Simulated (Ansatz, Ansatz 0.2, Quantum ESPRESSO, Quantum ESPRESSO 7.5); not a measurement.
# Valence-band splitting at K in bulk 2H-MoTe₂: spin-orbit coupling, layer spacing and the comparison with photoemission

## The measurement

The reference is an angle-resolved photoemission measurement, "Direct Measurement of the Electronic Structure and band gap nature of atomic-layer-thick 2H-MoTe2" (2020, arXiv:2001.05894). An exfoliated, bulk-like multilayer was measured at 30–40 K with He I light of 21.2 eV. Gaussian fits to energy distribution curves at K give two valence-band peaks 0.252 eV apart.

This separation contains both spin-orbit coupling and the coupling between layers. Our own reservation concerns the momentum normal to the layers, which is not resolved at a single photon energy. The interlayer part fades from K towards H, so the peaks may represent a point between the two and lie somewhat closer together than at K itself. Photoemission at this energy also probes mainly the outermost layers.

| compared with | measured | source's wording or label | method |
| --- | --- | --- | --- |
| splitting (eV) | 0.252 | 252 meV (valence band splitting at K, bulk (SOC plus interlayer coupling)) | ARPES (He I, 21.2 eV), Gaussian fit of EDC |

Conditions are those given with the value in the passage it was taken from; "not stated" means there, and the paper may say more elsewhere. The values are a selection: others may have been left out beforehand as unlike or outlying.

## Model and target

We want the cheapest level of theory that gives the splitting at K within 20 % of the measured value, or about 0.05 eV either way. That is close enough to tell whether a calculation has the spin-orbit and interlayer parts in reasonable proportion, while a tighter comparison would run into the unresolved normal momentum.

The model is the ideal, static, nonmagnetic 2H crystal with six atoms in the cell, first at the lattice found by diffraction. Thermal and zero-point motion are left out; we expect them to matter little for a splitting between two bands of similar orbital character. We begin with PBE without spin-orbit coupling to isolate the interlayer part, then add the coupling at light settings. The level that meets the target is then checked for its numerical settings and its dependence on the potentials or the structure.

System: MoTe2; space group P6_3/mmc, 6 atoms, measured (COD) cell.

On the selection of runs and values: Besides any runs that a report passes over, these were set aside when the results were gathered: 1 meant as a mistake, it ended soundly; 1 ended timeout; 2 planned but not run to their end in the time given.

## 1. The interlayer part alone

In an isolated layer without spin-orbit coupling the top valence band at K is a single spin-degenerate level. Two layers in the cell give two such levels, and whatever separates them in this run comes from interlayer coupling. We expect a splitting well below the measured one, and its size will show how much spin-orbit coupling has to supply.

**Run 1.** Ansatz 0.2: PBE without spin-orbit coupling, measured cell (mesh 12x12x4, cutoff 420 eV, 6 atoms).

Key lines of the input:
```
crystal:
  lattice:
    - [3.5182, 0.0, 0.0]
    - [-1.7591, 3.0468505756, 0.0]
    - [0.0, 0.0, 13.9736]
  atoms:
    - { symbol: Te, position: [0.6666666667, 0.3333333333, 0.379] }
    - { symbol: Te, position: [0.3333333333, 0.6666666667, 0.879] }
    - { symbol: Te, position: [0.6666666667, 0.3333333333, 0.121] }
    # ... 6 atoms in all
kpoints:
  mp_grid: { grid: [12, 12, 4] }
  band_path:
    path:
      - [[0.5, 0.0, 0.0], [0.0, 0.0, 0.0], [0.3333333333333, 0.3333333333333, 0.0]]
      - [[0.0, 0.0, 0.0], [0.0, 0.0, 0.5]]
    npoints: 20
scf:
  occupations: { method: fermi_dirac, width: 0.02 }
  n_extra_bands: 10
hamiltonian:
  xc: pbe
  pseudopotentials: { kind: paw }
output:
  forces: true
  stress: true
  fatbands: true
```

Command:
```
ansatz run input.yaml --threads 4 --pin off --max-ram 8192MiB --backend cpu --events-out ev --progress --plain --runs-dir out
```

Selected lines of the output:
```
[bands.tsv, levels up to the band that the electron count fills, then the next ones, eV from the valence-band maximum]
K -1.834 -1.834 -0.308 -0.069 | 0.972 0.972
```

Converged; 11 s on 4 cores of Arm Neoverse V2, shared host.

| quantity | run 1 | measured | deviation |
| --- | --- | --- | --- |
| splitting (eV) | 0.239 | 0.252 | −0.013 |
| volume an atom (Å³) | 24.96 |  |  |

The two upper valence levels at K lie 0.239 eV apart without any spin-orbit coupling. We had expected a value well below the measured one, but this is only 0.013 eV short of it. The number falls inside the target, yet we do not accept the level: the measured separation includes spin-orbit coupling, which this run leaves out, so the agreement has to come from an error elsewhere or from a difference between what was measured and what was computed.

## 2. Adding spin-orbit coupling

In the 2H stacking, neighbouring layers have opposite spin order at K. In a simple two-level picture the interlayer and spin-orbit parts therefore add as the root of the sum of their squares, and the splitting must grow. A spin-orbit part of roughly 0.2 eV would already carry it past the upper end of the target range.

We keep PBE, the cell and the mesh, and add the coupling at three cutoffs. The highest is that of the first run and gives the direct comparison; the two lower ones show whether a smaller basis is enough for this energy difference.

**Run 2.** Ansatz 0.2: PBE with spin-orbit coupling, cutoff 280 eV (mesh 12x12x4, cutoff 280 eV, 6 atoms).

Key lines of the input, as changed from run 1:
```diff
  scf:
-   n_extra_bands: 10
+   n_extra_bands: 20
  hamiltonian:
-   pseudopotentials: { kind: paw }
+   pseudopotentials: { kind: paw_fr }
+ basis:
+   ecutwfc: 280
+ magnetization:
+   noncollinear: true
+   spin_orbit: true
```

Selected lines of the output:
```
[bands.tsv, levels up to the band that the electron count fills, then the next ones, eV from the valence-band maximum]
K -1.810 -1.810 -0.361 -0.361 -0.035 -0.035 | 0.940 0.940
```

Converged; 53 s on 4 cores of Intel Xeon 6975P-C (Granite Rapids), shared host. Warnings: cutoff_below_recommended (in short: A typed cutoff is below a recommended value, from the records, the datasets' recipe or DFPT's needs, possibly lowering the density cutoff; compare with a higher-cutoff run).

**Run 3.** Ansatz 0.2: PBE with spin-orbit coupling, cutoff 350 eV (mesh 12x12x4, cutoff 350 eV, 6 atoms).

Key lines of the input, as changed from run 2:
```diff
  basis:
-   ecutwfc: 280
+   ecutwfc: 350
```

Selected lines of the output:
```
[bands.tsv, levels up to the band that the electron count fills, then the next ones, eV from the valence-band maximum]
K -1.816 -1.816 -0.365 -0.365 -0.043 -0.043 | 0.931 0.931
```

Converged; 75 s on the same hardware. Warnings: cutoff_below_recommended.

**Run 4.** Ansatz 0.2: PBE with spin-orbit coupling, measured cell (mesh 12x12x4, cutoff 420 eV, 6 atoms).

Key lines of the input, as changed from run 2:
```diff
- basis:
-   ecutwfc: 280
```

Selected lines of the output:
```
[bands.tsv, levels up to the band that the electron count fills, then the next ones, eV from the valence-band maximum]
GAMMA -0.919 -0.919 -0.381 -0.381 0.000 0.000 | 2.540 2.540
K -1.816 -1.816 -0.365 -0.365 -0.044 -0.044 | 0.931 0.931
```

Converged; 2.4 min on 4 cores of Arm Neoverse V2, shared host.

| quantity | run 2 | run 3 | run 4 | measured |
| --- | --- | --- | --- | --- |
| splitting (eV) | 0.326 | 0.322 | 0.321 | 0.252 |
| volume an atom (Å³) | 24.96 | 24.96 | 24.96 |  |

With spin-orbit coupling the splitting rises to 0.321 eV, 0.069 eV above the measured value and outside the target. The direction and rough size are those of the two-level picture. The step from 0.239 eV also includes a change to fully relativistic potentials and more bands, so we do not assign all of it to the coupling. The near-agreement of the first run thus came from leaving out a contribution that the real splitting contains.

The cutoff is not the cause of the miss. Both lower settings drew a warning that they lie below the recommended value and should be compared with a higher one. In that comparison the splitting changes by only 0.005 eV between 280 and 420 eV, so for this quantity the lightest basis would have served.

## 3. Is the miss PBE's own?

Before we blame the functional, we test the rest of the calculation. A coarser mesh and a denser one, the latter with a higher cutoff, bracket the present settings. A PBE run in Quantum ESPRESSO with independent, fully relativistic potentials then tests the treatment of the cores, on which spin-orbit coupling depends directly. Its mesh is coarse, and the coarse run in the first program helps to judge how much that matters.

We expect changes of no more than about 0.01 eV, since the levels at K depend on the mesh only through the density.

**Run 5.** Ansatz 0.2: PBE with spin-orbit coupling, another k-point mesh (mesh 6x6x2, cutoff 420 eV, 6 atoms).

Key lines of the input, as changed from run 4:
```diff
  kpoints:
-   mp_grid: { grid: [12, 12, 4] }
+   mp_grid: { grid: [6, 6, 2] }
```

Selected lines of the output:
```
[bands.tsv, levels up to the band that the electron count fills, then the next ones, eV from the valence-band maximum]
K -1.815 -1.815 -0.363 -0.363 -0.041 -0.041 | 0.931 0.931
```

Converged; 51 s on 4 cores of Intel Xeon 6975P-C (Granite Rapids), shared host.

**Run 6.** Quantum ESPRESSO 7.5: PBE with spin-orbit coupling, another k-point mesh; files dojo-fr-pbe-0.4-standard (mesh 6x6x1, cutoff 1088.5 eV, 6 atoms).

Key lines of the input:
```
&control
  calculation = 'scf'
/
&system
  ibrav = 0
  nat = 6
  ntyp = 2
  ecutwfc = 80.0
  ecutrho = 320.0
  occupations = 'smearing'
  nbnd = 98
  smearing = 'fd'
  degauss = 0.00147
  noncolin = .true.
  lspinorb = .true.
/
&electrons
  conv_thr = 6e-09
  mixing_beta = 0.5
/
ATOMIC_SPECIES
Te 127.6000 Te.upf
Mo 95.9500 Mo.upf
CELL_PARAMETERS angstrom
 3.518200000 0.000000000 0.000000000
 -1.759100000 3.046850576 0.000000000
 0.000000000 0.000000000 13.973600000
ATOMIC_POSITIONS crystal
Te 0.666666667 0.333333333 0.379000000
Te 0.333333333 0.666666667 0.879000000
  ... 6 atoms in all
K_POINTS automatic
6 6 1 0 0 0
```

Command:
```
OMP_NUM_THREADS=1 mpirun -n 4 pw.x -nk 4 -in scf.in > scf.out
OMP_NUM_THREADS=1 mpirun -n 4 pw.x -nk 4 -in bands.in > bands.out
```

Selected lines of the output:
```
[levels up to the band that the electron count fills, then the next ones, eV from the valence-band maximum]
K -1.823 -1.823 -0.377 -0.377 -0.057 -0.057 | 0.915 0.915
```

Converged; 8.5 min on 4 cores of Arm Neoverse V2, shared host.

**Run 7.** Ansatz 0.2: PBE with spin-orbit coupling, measured cell, cutoff 600 eV (mesh 18x18x4, cutoff 600 eV, 6 atoms).

Key lines of the input, as changed from run 4:
```diff
  kpoints:
-   mp_grid: { grid: [12, 12, 4] }
+   mp_grid: { grid: [18, 18, 4] }
+ basis:
+   ecutwfc: 600
```

Selected lines of the output:
```
[bands.tsv, levels up to the band that the electron count fills, then the next ones, eV from the Fermi level]
K -2.159 -2.159 -0.708 -0.708 -0.387 -0.387 | 0.588 0.588
```

Converged; 3.1 min on 4 cores of Intel Xeon 6975P-C (Granite Rapids), shared host.

| quantity | run 5 | run 6 | run 7 | measured |
| --- | --- | --- | --- | --- |
| splitting (eV) | 0.322 | 0.320 | 0.321 | 0.252 |
| volume an atom (Å³) | 24.96 | 24.96 | 24.96 |  |

The three checks give 0.320 to 0.322 eV, against 0.321 eV before, so the miss comes neither from the mesh or cutoff nor from one particular set of potentials. PBE at the measured cell overshoots the target at K.

The two-level picture allows an estimate of what would remain without interlayer coupling. Taking the splitting of the first run as the interlayer part leaves roughly 0.21 eV for spin-orbit coupling. The measured 0.252 eV lies between this and the full splitting at K, where a spectrum with unresolved normal momentum could fall. That is an argument from a simple model, and it does not yet clear the functional.

## 4. Another functional and two layer spacings

We first change the functional and keep the measured cell: r2SCAN, a meta-GGA, may place the metal d states differently and so alter both parts of the splitting.

We then keep PBE and let the structure change, once with the D3(BJ) dispersion correction and once without it. Plain PBE binds van der Waals layers too weakly, so its relaxed cell should have wider gaps between them and a smaller splitting. We want that cell as a probe of the interlayer part, and a value near experiment there would not count as a success of the level. With dispersion the layers should stay close together and the splitting should remain near or above that at the measured cell.

**Run 8.** Ansatz 0.2: r2SCAN with spin-orbit coupling, measured cell (mesh 12x12x4, cutoff 500 eV, 6 atoms).

Key lines of the input, as changed from run 4:
```diff
  hamiltonian:
-   xc: pbe
+   xc: r2scan
```

Selected lines of the output:
```
[bands.tsv, levels up to the band that the electron count fills, then the next ones, eV from the valence-band maximum]
K -1.969 -1.969 -0.353 -0.353 -0.038 -0.038 | 1.020 1.020
```

Converged; 3.8 min on 4 cores of Arm Neoverse V2, shared host.

**Run 9.** Ansatz 0.2: PBE+D3(BJ) with spin-orbit coupling, own relaxed cell; relaxation step without spin-orbit coupling at 420 eV, mesh 12x12x4: volume -3.2 %, atoms moved by up to 0.05 A (mesh 12x12x4, cutoff 420 eV, 6 atoms).

Key lines of the input:
```
crystal:
  lattice:
    - [3.4963854213, 0.0, 0.0]
    - [-1.7481927107, 3.0279585963, 0.0]
    - [0.0, 0.0, 13.696861696]
  atoms:
    - { symbol: Te, position: [0.6666666667, 0.3333333333, 0.3826988754] }
    - { symbol: Te, position: [0.3333333333, 0.6666666667, 0.8826988754] }
    - { symbol: Te, position: [0.6666666667, 0.3333333333, 0.1173011246] }
    # ... 6 atoms in all
kpoints:
  mp_grid: { grid: [12, 12, 4] }
  band_path:
    path:
      - [[0.5, 0.0, 0.0], [0.0, 0.0, 0.0], [0.3333333333333, 0.3333333333333, 0.0]]
      - [[0.0, 0.0, 0.0], [0.0, 0.0, 0.5]]
    npoints: 20
scf:
  occupations: { method: fermi_dirac, width: 0.02 }
  n_extra_bands: 20
hamiltonian:
  xc: pbe
  pseudopotentials: { kind: paw_fr }
  dispersion: d3bj
output:
  forces: true
  stress: true
  fatbands: true
magnetization:
  noncollinear: true
  spin_orbit: true
```

Selected lines of the output:
```
[bands.tsv, levels up to the band that the electron count fills, then the next ones, eV from the Fermi level]
K -2.143 -2.143 -0.737 -0.737 -0.364 -0.364 | 0.596 0.596
```

Converged; 2.7 min on the same hardware. Warnings: relaxed_geometry_near_dispersion_switch (in short: The relaxed geometry lies near a switch of an atom's C6 that changes the dispersion energy, so another starting side might reach a different minimum, which was not compared).

**Run 10.** Ansatz 0.2: PBE with spin-orbit coupling, own relaxed cell; relaxation step without spin-orbit coupling at 420 eV, mesh 12x12x4: volume +11.3 %, atoms moved by up to 0.15 A (mesh 12x12x2, cutoff 420 eV, 6 atoms).

Key lines of the input:
```
crystal:
  lattice:
    - [3.5569886872, 0.0, 0.0]
    - [-1.7784943436, 3.0804425641, 0.0]
    - [0.0, 0.0, 15.2092717831]
  atoms:
    - { symbol: Te, position: [0.6666666667, 0.3333333333, 0.3688647278] }
    - { symbol: Te, position: [0.3333333333, 0.6666666667, 0.8688647278] }
    - { symbol: Te, position: [0.6666666667, 0.3333333333, 0.1311352722] }
    # ... 6 atoms in all
kpoints:
  mp_grid: { grid: [12, 12, 2] }
  band_path:
    path:
      - [[0.5, 0.0, 0.0], [0.0, 0.0, 0.0], [0.3333333333333, 0.3333333333333, 0.0]]
      - [[0.0, 0.0, 0.0], [0.0, 0.0, 0.5]]
    npoints: 20
scf:
  occupations: { method: fermi_dirac, width: 0.02 }
  n_extra_bands: 20
hamiltonian:
  xc: pbe
  pseudopotentials: { kind: paw_fr }
output:
  forces: true
  stress: true
  fatbands: true
magnetization:
  noncollinear: true
  spin_orbit: true
```

Selected lines of the output:
```
[bands.tsv, levels up to the band that the electron count fills, then the next ones, eV from the valence-band maximum]
GAMMA -0.870 -0.870 -0.788 -0.788 -0.167 -0.167 | 2.548 2.548
K -1.814 -1.814 -0.239 -0.239 0.000 0.000 | 0.933 0.933
```

Converged; 3 min on the same hardware.

| quantity | run 8 | run 9 | run 10 | measured |
| --- | --- | --- | --- | --- |
| splitting (eV) | 0.315 | 0.373 | 0.239 | 0.252 |
| volume an atom (Å³) | 24.96 | 24.17 | 27.77 |  |

At the measured cell r2SCAN gives 0.315 eV, only 0.006 eV below PBE and still outside the target. Changing from a GGA to this meta-GGA barely affects the splitting.

The structure matters far more. With D3(BJ) the gap between the layers shrinks by about 0.17 Å and the splitting rises to 0.373 eV. The relaxation drew a warning that the geometry lies near a switch in the dispersion coefficients, where another starting point might reach a different minimum. That comparison is not shown in this report, so this value belongs to the cell found here.

Plain PBE widens the gap by about 0.6 Å, and the splitting falls to 0.239 eV, numerically within the target. We do not count it as a success, because the volume is 11.3 % too large and the layers are too weakly coupled. The in-plane lattice changes as well, by about one per cent, so the fall is not purely an interlayer effect. Its direction and size nevertheless fit the earlier estimate of roughly 0.21 eV for the spin-orbit part alone. In this expanded cell the valence-band maximum has also moved from Γ to K, a further sign that the weakened interlayer coupling alters more than the splitting.

## Collected results

| run | settings | splitting (eV) | deviation | cost |
| --- | --- | --- | --- | --- |
| 1 | Ansatz: PBE without spin-orbit coupling, measured cell (mesh 12x12x4, cutoff 420 eV, 6 atoms) | 0.239 | −0.013 | under 1 core-min |
| 2 | Ansatz: PBE with spin-orbit coupling, cutoff 280 eV (mesh 12x12x4, cutoff 280 eV, 6 atoms) | 0.326 | +0.074 | 3.5 core-min |
| 3 | Ansatz: PBE with spin-orbit coupling, cutoff 350 eV (mesh 12x12x4, cutoff 350 eV, 6 atoms) | 0.322 | +0.070 | 5 core-min |
| 4 | Ansatz: PBE with spin-orbit coupling, measured cell (mesh 12x12x4, cutoff 420 eV, 6 atoms) | 0.321 | +0.069 | 9.4 core-min |
| 5 | Ansatz: PBE with spin-orbit coupling, another k-point mesh (mesh 6x6x2, cutoff 420 eV, 6 atoms) | 0.322 | +0.070 | 3.4 core-min |
| 6 | Quantum ESPRESSO: PBE with spin-orbit coupling, another k-point mesh, files dojo-fr-pbe-0.4-standard (mesh 6x6x1, cutoff 1088.5 eV, 6 atoms) | 0.320 | +0.068 | 34 core-min |
| 7 | Ansatz: PBE with spin-orbit coupling, measured cell, cutoff 600 eV (mesh 18x18x4, cutoff 600 eV, 6 atoms) | 0.321 | +0.069 | 12 core-min |
| 8 | Ansatz: r2SCAN with spin-orbit coupling, measured cell (mesh 12x12x4, cutoff 500 eV, 6 atoms) | 0.315 | +0.063 | 15 core-min |
| 9 | Ansatz: PBE+D3(BJ) with spin-orbit coupling, own relaxed cell, mesh 12x12x4: volume -3.2 %, atoms moved by up to 0.05 A (mesh 12x12x4, cutoff 420 eV, 6 atoms) | 0.373 | +0.121 | 11 core-min |
| 10 | Ansatz: PBE with spin-orbit coupling, own relaxed cell, mesh 12x12x4: volume +11.3 %, atoms moved by up to 0.15 A (mesh 12x12x2, cutoff 420 eV, 6 atoms) | 0.239 | −0.013 | 12 core-min |
|  | measured | 0.252 |  |  |

Further runs on the same system, made beside this series (convergence steps with loose settings among them):

| further | settings | splitting (eV) | deviation | cost |
| --- | --- | --- | --- | --- |
| F1 | Ansatz: r2SCAN with spin-orbit coupling, own relaxed cell, relaxation step without spin-orbit coupling at 500 eV, mesh 12x12x4: volume +8.1 % | 0.252 | 0.000 | 19 core-min |
| F2 | Ansatz: PBEsol with spin-orbit coupling, measured cell (mesh 12x12x4, cutoff 420 eV, 6 atoms) | 0.327 | +0.075 | 9.3 core-min |
| F3 | Ansatz: LDA with spin-orbit coupling, own relaxed cell, relaxation step without spin-orbit coupling at 420 eV, mesh 12x12x4: volume -4.1 %, atoms moved by up to 0.02 A (mesh 12x12x4, cutoff 420 eV, 6 atoms) | 0.363 | +0.111 | 11 core-min |
| F4 | Quantum ESPRESSO: PBE without spin-orbit coupling, measured cell, files gbrv-pbe-1.5 (mesh 12x12x4, cutoff 544.2 eV, 6 atoms) | 0.236 | −0.016 | 4.4 core-min |
| F5 | Ansatz: LDA with spin-orbit coupling, measured cell (mesh 12x12x4, cutoff 420 eV, 6 atoms) | 0.325 | +0.073 | 9.4 core-min |
| F6 | Ansatz: PBE with spin-orbit coupling, another k-point mesh (mesh 6x6x1, cutoff 420 eV, 6 atoms) | 0.321 | +0.069 | 3.4 core-min |
|  | measured | 0.252 |  |  |

## Outcome

PBE with spin-orbit coupling at the measured cell misses the target. It gives 0.321 eV against 0.252 eV, about 27 % too much where we allowed 20 %. r2SCAN comes slightly closer, with 0.315 eV, but also misses and costs more. LDA and PBEsol at the same cell give 0.325 and 0.327 eV, so with spin-orbit coupling none of the four functionals reaches the target there.

Three levels of theory do fall within it, but we accept none of them. PBE without spin-orbit coupling lacks an essential part of the splitting. PBE and r2SCAN in their own relaxed cells have volumes 11.3 and 8.1 % too large, which weakens the interlayer coupling; with such a cell, the exact match of r2SCAN is no evidence of accuracy.

The most useful steps were adding spin-orbit coupling and changing the structure. The finer cutoffs and meshes hardly moved the result: a 6×6×2 mesh gives 0.322 eV for 3.4 core-minutes. Quantum ESPRESSO with other potentials confirms the PBE value.

The remaining 0.069 eV may lie largely in the comparison itself. We computed the splitting at K, while the measurement does not resolve the momentum normal to the layers. Towards H the interlayer part fades, and our two-level estimate then leaves roughly 0.21 eV, so an intermediate point could account for the whole difference. This remains a conjecture; bands computed from K to H would test it. Quasiparticle corrections could also contribute, with a sign we cannot give. Thermal contraction on cooling should be a small effect and, by bringing the layers closer, would more likely widen the miss than reduce it.

[Logs are printed without paths, hosts, clocks, repeated set-up lines and the standing remarks that a program may print on its own settings, such as how far it seeks lower states.]

[The runs shown are a pick from a larger set of finished runs; failed, doubtful and other runs were left out of it ahead of writing. So were measured values far from every level or from commonly accepted values, and agreement can look better than it is. Lines of input and output are excerpts and may be shortened.]
